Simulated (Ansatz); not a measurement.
InP: band structure with PBE

**The experiment to reproduce.**

From a printed reference work, data compilation, for a bulk crystal of InP at 1.6 K: band gap 1.4236 eV (direct).

The system is InP.

```xyz
2
Lattice="0.0000 2.9305 2.9305 2.9305 0.0000 2.9305 2.9305 2.9305 0.0000" Properties=species:S:1:pos:R:3 pbc="T T T"
In    0.0000    0.0000    0.0000
P     4.3957    4.3957    4.3957
```

```
Program                             : Ansatz 0.2.0
Task                                : band structure
Functional                          : PBE
Potentials or basis                 : Ansatz PAW
Cutoff                              : 420 eV (not typed: the program's choice for these potentials)
k mesh                              : 8 × 8 × 8
Occupations                         : fermi-dirac, width 0.05 eV
Spin                                : no spin polarisation
Path                                : [["G", "X", "W", "K", "G", "L", "U", "W", "L", "K"], ["U", "X"]]
Points for each segment of the path : 14
```

| Quantity | Value |
| --- | --- |
| Pressure | 3.3 GPa |
| Band gap on the k mesh | 0.72 eV, direct |
| Band gap along the path | 0.72 eV, direct |

Levels at the corners of the path, in eV from the valence-band top:
| point | band 7 | band 8 | band 9 | band 10 | band 11 | band 12 |
| --- | --- | --- | --- | --- | --- | --- |
| Γ | 0.00 | 0.00 | 0.00 | 0.72 | 4.09 | 4.09 |
| X | -5.75 | -2.32 | -2.32 | 1.77 | 2.27 | 9.21 |
| W | -5.60 | -2.95 | -2.91 | 4.29 | 4.38 | 5.57 |
| K | -5.60 | -3.30 | -1.94 | 2.36 | 4.39 | 7.50 |
| Γ | 0.00 | 0.00 | 0.00 | 0.72 | 4.09 | 4.09 |
| L | -5.73 | -0.97 | -0.97 | 1.50 | 4.81 | 4.81 |
| U | -5.60 | -3.30 | -1.94 | 2.36 | 4.39 | 7.50 |
| W | -5.60 | -2.95 | -2.91 | 4.29 | 4.38 | 5.57 |
| L | -5.73 | -0.97 | -0.97 | 1.50 | 4.81 | 4.81 |
| K | -5.60 | -3.30 | -1.94 | 2.36 | 4.39 | 7.50 |
| U | -5.60 | -3.30 | -1.94 | 2.36 | 4.39 | 7.50 |
| X | -5.75 | -2.32 | -2.32 | 1.77 | 2.27 | 9.21 |

It took 3.8 s on 2 threads of Arm Neoverse V1, with other jobs on the host, peak memory 0.32 GiB.

Against the measured gap of InP, 1.4236 eV (direct; 1.6 K; a printed reference work, data compilation), the calculated 0.72 eV is off by -0.71 eV. Spin-orbit coupling on In is left out. The value is that of PBE, without temperature or zero-point motion. Semilocal functionals fall short of measured gaps as a rule.

Caveat: spin-orbit coupling is left out, which moves the levels of the heavy elements.
